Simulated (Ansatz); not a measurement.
Input and command of a calculation in Ansatz (plane waves; scalar-relativistic PAW potentials unless the input names others):

```yaml
crystal:
  lattice:
    - [0.0, 2.7554419798, 2.7554419798]
    - [2.7554419798, 0.0, 2.7554419798]
    - [2.7554419798, 2.7554419798, 0.0]
  atoms:
    - { symbol: Ca, position: [0.0, 0.0, 0.0] }
    - { symbol: F, position: [0.25, 0.25, 0.25] }
    - { symbol: F, position: [0.75, 0.75, 0.75] }
basis:
  ecutwfc: 420
kpoints:
  mp_grid: { grid: [8, 8, 8] }
hamiltonian:
  xc: pbe
scf:
  occupations: { method: methfessel_paxton, width: 0.15 }
  initial_density: { chi_scale: 0.3 }
output:
  forces: true
  eigenvalues: true
  stress: true
relax:
  adjacent_minimum: "off"
  f_tol: 0.001
  max_steps: 60
  cell: { stress_tol: 0.02, p_target: 6.0 }
```

```bash
ansatz run input.yaml --threads 1 --pin off --max-ram 1228MiB --backend cpu --events-out ev --progress --plain --runs-dir out
```

Abridged log:
```
Pseudopotentials: kind: paw
Pseudopotential: Ca, paw, valence charge 10, recommended cutoff 420 eV (normal)
Pseudopotential: F, paw, valence charge 7, recommended cutoff 420 eV (normal)
Functional definition: PBE
Crystal: 3 atoms, lattice volume = 41.841 Å³
Basis set: ecut = 420 eV, 869 PW (Γ), exchange–correlation on 54×54×54 points (8 copies of the dense FFT grid, shifted against one another)
Bands: 16, of which v1, the nominal top of the filled ones, is band 12 counted from 1 (11 counted from 0)
Symmetry: 48 space group operations
Space group: Fm-3m (ITA 225), of the structure as read, at distance tolerance 3.5e-5 Å
k-points: 29 of 512
Initial density: superposition of atomic densities (chi_scale 0.3, normalization cell, long waves kept (reshape's long-wave potential 0.00 eV rms))
Initial wavefunctions: pseudopotential atomic-orbital guess
Functional: x = pbe(κ = 0.804, μ = 0.21951497), c = pbe(β = 0.06672455)
SCF iter   1: F=—  HF=-3564.439176 eV  |F-HF|=—  |Δ(HF+E_count)|=         —  Δρ=1.34e0  dr2=9.88e2  ethr=3.10e-3  ⟨swp⟩=8.4  Hψ=3479  notcnv=0
SCF iter   2: F=—  HF=-3646.502527 eV  |F-HF|=—  |Δ(HF+E_count)|=    8.21e1  S|Δr|=    0.00e0  Δρ=1.14e0  dr2=5.73e2  ethr=3.10e-3  ⟨swp⟩=10.7  Hψ=3339  notcnv=0  defer=11
SCF iter   3: F=—  HF=-3464.821284 eV  |F-HF|=—  |Δ(HF+E_count)|=    1.82e2  S|Δr|=    0.00e0  Δρ=3.70e-1  dr2=5.45e1  ethr=3.10e-3  ⟨swp⟩=7.6  Hψ=2153  notcnv=0  defer=4
SCF iter   4: F=—  HF=-3447.880880 eV  |F-HF|=—  |Δ(HF+E_count)|=    1.69e1  S|Δr|=    0.00e0  Δρ=1.48e-1  dr2=1.47e1  ethr=3.10e-3  ⟨swp⟩=6.4  Hψ=1562  notcnv=0  defer=1
SCF iter   5: F=—  HF=-3443.257360 eV  |F-HF|=—  |Δ(HF+E_count)|=    4.62e0  S|Δr|=    0.00e0  Δρ=1.03e-1  dr2=6.72e0  ethr=3.10e-3  ⟨swp⟩=5.5  Hψ=1443  notcnv=0
SCF iter   6: F=—  HF=-3440.852190 eV  |F-HF|=—  |Δ(HF+E_count)|=    2.41e0  S|Δr|=    0.00e0  Δρ=5.55e-2  dr2=2.01e0  ethr=3.10e-3  ⟨swp⟩=4.9  Hψ=1339  notcnv=0
SCF iter   7: F=—  HF=-3439.927445 eV  |F-HF|=—  |Δ(HF+E_count)|=   9.25e-1  S|Δr|=    0.00e0  Δρ=1.87e-2  dr2=2.27e-1  ethr=3.10e-3  ⟨swp⟩=4.4  Hψ=1295  notcnv=0
SCF iter   8: F=—  HF=-3439.811194 eV  |F-HF|=—  |Δ(HF+E_count)|=   1.16e-1  S|Δr|=    0.00e0  Δρ=9.15e-4  dr2=3.29e-4  ethr=9.47e-4  ⟨swp⟩=4.2  Hψ=1134  notcnv=0
   ...
SCF iter   5: F=-3439.763609 eV  HF=-3439.763609 eV  |F-HF|=3.15e-9  |Δ(HF+E_count)|=   4.35e-8  S|Δr|=    0.00e0  Δρ=4.19e-6  dr2=2.66e-9  ethr=1.25e-9  ⟨swp⟩=5.0  Hψ=1906  notcnv=0
SCF 6 converged in 5 iterations: F = -3439.763609 eV  dr2 = 2.66e-9
relax step   6: F+E_penalty+E_count = -3439.76360936 eV  Δ(F+E_penalty+E_count) = +4.468e-3 eV  max|allowed force component| = 2.082e-17 eV/Å  Δτ_max = 0.0000 Å  P = +6.006 GPa  Ω = 39.147 Å³  energy of the carried Pulay correction = +5.134e-4 eV  (5 SCF iters, dr2 threshold 3.00e-7 eV, accepted)
SCF iter   1: F=—  HF=-3439.763279 eV  |F-HF|=—  |Δ(HF+E_count)|=         —  Δρ=4.28e-5  dr2=1.44e-7  ethr=8.13e-7  ⟨swp⟩=2.3  Hψ=3867  notcnv=0
SCF iter   2: F=—  HF=-3439.763095 eV  |F-HF|=—  |Δ(HF+E_count)|=   1.83e-4  S|Δr|=    0.00e0  Δρ=2.41e-5  dr2=1.20e-7  ethr=5.99e-10  ⟨swp⟩=2.8  Hψ=851  notcnv=0
SCF iter   3: F=—  HF=-3439.763095 eV  |F-HF|=—  |Δ(HF+E_count)|=   1.31e-8  S|Δr|=    0.00e0  Δρ=1.30e-5  dr2=1.11e-8  ethr=5.02e-10  ⟨swp⟩=2.0  Hψ=632  notcnv=0
SCF iter   4: F=—  HF=-3439.763095 eV  |F-HF|=—  |Δ(HF+E_count)|=   1.55e-8  S|Δr|=    0.00e0  Δρ=2.72e-6  dr2=1.81e-9  ethr=4.61e-11  ⟨swp⟩=2.0  Hψ=811  notcnv=0
SCF iter   5: F=—  HF=-3439.763095 eV  |F-HF|=—  |Δ(HF+E_count)|=  3.77e-10  S|Δr|=    0.00e0  Δρ=1.11e-6  dr2=2.69e-10  ethr=7.55e-12  ⟨swp⟩=2.0  Hψ=638  notcnv=0
SCF iter   6: F=—  HF=-3439.763095 eV  |F-HF|=—  |Δ(HF+E_count)|=  2.18e-11  S|Δr|=    0.00e0  Δρ=2.49e-7  dr2=8.04e-12  ethr=1.12e-12  ⟨swp⟩=2.0  Hψ=745  notcnv=0
SCF iter   7: F=-3439.763095 eV  HF=-3439.763095 eV  |F-HF|=9.09e-13  |Δ(HF+E_count)|=  1.46e-11  S|Δr|=    0.00e0  Δρ=3.28e-8  dr2=1.54e-13  ethr=1.00e-12  ⟨swp⟩=5.0  Hψ=1873  notcnv=0
SCF 7 converged in 7 iterations: F = -3439.763095 eV  dr2 = 1.54e-13
SCF converged after 7 iterations
Stability not checked: this state was not tested for a lower state beside it, because cold or Methfessel-Paxton smearing, or corrected tetrahedra, fill the levels in a way that the test cannot read (fill_not_monotonic; see scf.lower_state_search)
Free energy (F): -3439.763095 eV
Harris-Foulkes:  -3439.763095 eV  (|F-HF|=9.09e-13)
Internal energy: -3439.763095 eV  (E = F + TS)
E sigma→0 (E₀):  -3439.763095 eV
Fermi energy:    7.492324 eV
Step filling:    the computed levels leave a gap of 7.5417 eV = 50.3 smearing widths at the electron count; against every level under it full and every level over it empty, smearing changes F+E_penalty+E_count by +9.92e-276 meV and its σ→0 estimate by -3.13e-273 meV
--- Forces (eV/Å), atoms counted from 1 ---
  atom   1  Ca     0.00000000     0.00000000     0.00000000
  atom   2  F      0.00000000     0.00000000     0.00000000
  atom   3  F      0.00000000     0.00000000     0.00000000
--- Stress (GPa, compression-positive) ---
        5.988534       0.000000       0.000000
        0.000000       5.988534       0.000000
        0.000000       0.000000       5.988534
  P = ⅓ Tr σ = 5.9885 GPa (59.885 kbar)
--- Relaxed structure (5 steps of the walk, 5 accepted, 2 SCFs on fresh bases) ---
  F+E_penalty+E_count = -3439.76309548 eV   max|allowed force component| = 1.696e-17 eV/Å   (the final SCF, on the basis selected at the relaxed cell)
  cell:  # Å, volume = 39.1474 Å³
    - [0.0, 2.69499361, 2.69499361]
    - [2.69499361, 0.0, 2.69499361]
    - [2.69499361, 2.69499361, 0.0]
  atoms:
    - { symbol: Ca, position: [0.0, 0.0, 0.0] }
    - { symbol: F, position: [0.25, 0.25, 0.25] }
    - { symbol: F, position: [0.75, 0.75, 0.75] }
```

Apart from outputs and empty bands, the input differs from a reference run on usual settings in scf.initial_density.chi_scale: not typed → 0.3; scf.occupations.method: "fixed" → "methfessel_paxton"; scf.occupations.width: not typed → 0.15. The reference, at the same start, ended its own course with a relaxed volume of 13.05 Å³/atom, pressure 5.99 GPa, largest force 0.000 eV/Å, gap on the mesh 7.54 eV. This run converged in 46 SCF iterations over all its steps (reference: 38) with an energy at zero smearing 0.01 meV/atom below the reference's, a relaxed volume of 13.05 Å³/atom, pressure 5.99 GPa, largest force 0.000 eV/Å, gap on the mesh 7.54 eV.

It took 13 s on 1 thread of Intel(R) Xeon(R) Platinum 8259CL CPU @ 2.50GHz (Skylake/Cascade Lake), with other jobs on the host, peak memory 0.34 GiB.